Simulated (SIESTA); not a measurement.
Write the native input for SIESTA 5.4.2 that does the following.

```yaml
Task: band structure
Functional: LDA
Potentials_or_basis: PseudoDojo 0.4 standard (LDA files)
Basis: DZP (energy shift 0.003 Ry; two zetas on semicore shells)
Grid_cutoff: 800 Ry
Energy_shift: 0.003 Ry
k_mesh: 7 × 7 × 7
Occupations: fermi-dirac, width 0.05 eV
Spin: no spin polarisation
```

GaCuSe2:

```
Se Ga Cu
1.0
    -2.80955    2.80955    5.51300
     2.80955   -2.80955    5.51300
     2.80955    2.80955   -5.51300
Se Ga Cu
4 2 2
Direct
  0.12562 0.62500 0.00062
  0.87500 0.87438 0.49938
  0.62438 0.12500 0.99938
  0.37500 0.37562 0.50062
  0.25000 0.75000 0.50000
  0.50000 0.50000 0.00000
  0.75000 0.25000 0.50000
  0.00000 0.00000 0.00000
```

These files were run (other wordings do the same):

GaCuSe2.fdf

```
SystemName                      GaCuSe2
SystemLabel                     GaCuSe2
NumberOfSpecies                 3
NumberOfAtoms                   8
%block ChemicalSpeciesLabel
  1  34 Se
  2  31 Ga
  3  29 Cu
%endblock ChemicalSpeciesLabel

LatticeConstant                 1.0 Ang
%block LatticeVectors
    -2.8095500000     2.8095500000     5.5130000000
     2.8095500000    -2.8095500000     5.5130000000
     2.8095500000     2.8095500000    -5.5130000000
%endblock LatticeVectors
AtomicCoordinatesFormat         Fractional
%block AtomicCoordinatesAndAtomicSpecies
     0.1256200000     0.6250000000     0.0006200000  1  Se
     0.8750000000     0.8743800000     0.4993800000  1  Se
     0.6243800000     0.1250000000     0.9993800000  1  Se
     0.3750000000     0.3756200000     0.5006200000  1  Se
     0.2500000000     0.7500000000     0.5000000000  2  Ga
     0.5000000000     0.5000000000     0.0000000000  2  Ga
     0.7500000000     0.2500000000     0.5000000000  3  Cu
     0.0000000000     0.0000000000     0.0000000000  3  Cu
%endblock AtomicCoordinatesAndAtomicSpecies

%block kgrid.MonkhorstPack
    7   0   0  0.0
    0   7   0  0.0
    0   0   7  0.0
%endblock kgrid.MonkhorstPack
XC.Functional                   LDA
XC.Authors                      PW92
PAO.BasisSize                   DZP
PAO.EnergyShift                 0.003 Ry
Mesh.Cutoff                     800 Ry
OccupationFunction              FD
ElectronicTemperature           0.05 eV
MaxSCFIterations                120
SCF.MustConverge                false
SCF.Mixer.Method                Pulay
SCF.Mixer.Weight                0.25
SCF.Mixer.History               8
SCF.DM.Tolerance                5.0e-05
SCF.H.Tolerance                 1.0e-03 eV
WriteForces                     true
Charge.Mulliken                 end
BandLinesScale                  ReciprocalLatticeVectors
%block BandLines
    1    0.000000   0.000000   0.000000  \Gamma
   12    0.000000   0.000000   0.500000  X
    3   -0.129858   0.129858   0.500000  Y
    6   -0.314929   0.314929   0.314929  S
   11    0.000000   0.000000   0.000000  \Gamma
    9    0.500000   0.500000  -0.500000  Z
    6    0.314929   0.685071  -0.314929  S1
    5    0.000000   0.500000   0.000000  N
    9    0.250000   0.250000   0.250000  P
    5    0.500000   0.500000  -0.129858  Y1
    9    0.500000   0.500000  -0.500000  Z
    1    0.000000   0.000000   0.500000  X
    4    0.250000   0.250000   0.250000  P
%endblock BandLines
%block PAO.Basis
  Se 4
  n=4 0 2
    5.129 0.000
  n=4 1 2
    6.695 0.000
  n=3 2 2
    2.657 0.000
  n=4 2 1
    6.695
  Ga 4
  n=4 0 2
    6.549 0.000
  n=4 1 2
    9.260 0.000
  n=3 2 2
    3.582 0.000
  n=4 2 1
    9.260
  Cu 5
  n=3 0 2
    2.379 0.000
  n=4 0 2
    7.181 0.000
  n=3 1 2
    2.662 0.000
  n=4 1 1
    7.181
  n=3 2 2
    4.908 0.000
%endblock PAO.Basis
```

Potentials or basis: PseudoDojo 0.4 standard (LDA files), DZP (energy shift 0.003 Ry; two zetas on semicore shells).

The run is started by

```console
$ siesta < GaCuSe2.fdf > GaCuSe2.out 2>&1
```

It gave:

```json
{"Pressure": "-1.8 GPa", "Largest force": "0.466 eV/Å", "Band gap on the k mesh": "0.28 eV, direct", "Band gap along the path": "0.28 eV, direct"}
```

Caveat: short orbitals over semicore shells can move pressures by several GPa; the basis of atomic orbitals isn't converged, which shifts pressures, moduli and gaps.

Run time: 3.2 min on 1 thread of AMD EPYC 9R45 96-Core Processor (Zen 5), on a shared host, peak memory 0.88 GiB.
